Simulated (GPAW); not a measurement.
Crystal: Pb.

```
Pb
1.0
     0.00000    2.47502    2.47502
     2.47502    0.00000    2.47502
     2.47502    2.47502    0.00000
Pb
1
Direct
  0.00000 0.00000 0.00000
```

| Item | Value |
| --- | --- |
| Program | GPAW 26.7.0 |
| Task | relaxation of cell and atoms |
| Functional | BLYP |
| Dispersion | D4 |
| Potentials or basis | PAW data sets generated in the run's folder for this functional |
| Cutoff | 600 eV |
| Basis | pw |
| k mesh | 9 × 9 × 9 |
| Occupations | fermi-dirac, width 0.05 eV |
| Spin | no spin polarisation |

At the start: pressure 1.5 GPa; volume 30.32 Å³/atom.

Question: How do energy, volume and symmetry change on relaxing?

Answer: Over 3 steps the energy falls by 4.9 meV/atom and the volume is 31.35 Å³/atom (+3.4 %); space group Fm-3m (No. 225, to 0.05 Å).

The path:
| step | energy change (eV) | largest force (eV/Å) | pressure (GPa) | volume (Å³) |
| --- | --- | --- | --- | --- |
| 1 | 0.0000 | 0.0000 | 1.54 | 30.32 |
| 2 | -0.0029 | 0.0000 | 0.95 | 30.70 |
| 3 | -0.0049 | 0.0000 | 0.04 | 31.35 |

Final structure:
```
CELL_PARAMETERS angstrom
0.00000 2.50278 2.50278
2.50278 0.00000 2.50278
2.50278 2.50278 0.00000
ATOMIC_POSITIONS crystal
Pb 0.00000 0.00000 0.00000
```

The cell as given is a measured one (30.32 Å³/atom); BLYP+D4 puts the equilibrium volume +3.4 % from it, thermal expansion not counted.

Caveat: later steps reuse the first step's grids; pairwise dispersion overbinds metals, which lowers pressure and volume.
